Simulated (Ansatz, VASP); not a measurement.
# PbS: VASP beside Ansatz

```
Pb S
1.0
     0.00000    3.28999    3.28999
     3.28999    0.00000    3.28999
     3.28999    3.28999    0.00000
Pb S
1 1
Direct
  0.00000 0.00000 0.00000
  0.25000 0.25000 0.25000
```

Alike in both runs: task single point; functional PBE; k mesh 6 × 6 × 6; no spin polarisation.

|  | VASP | Ansatz |
| --- | --- | --- |
| version | VASP 6.6.1 | Ansatz 0.2.0 |
| potentials or method | VASP PAW PBE potentials, release 64 (Pb_d, S) | plane waves, PAW |
| plane-wave cutoff (eV) | 520 | 420 |
| occupations | gaussian, width 0.01 eV | fixed |
| valence electrons in the cell | 20 | 20 |

|  | VASP | Ansatz | Ansatz less VASP |
| --- | --- | --- | --- |
| gap on the k mesh at the Fermi level (eV) | 0.89 | 0.89 | -0.003 |
| pressure (GPa) | 1.1 | 1.1 | +0.05 |

Caveats: spin-orbit coupling is left out, which as a rule narrows the gap of such compounds by several tenths of an eV. A k mesh can miss the band edges.
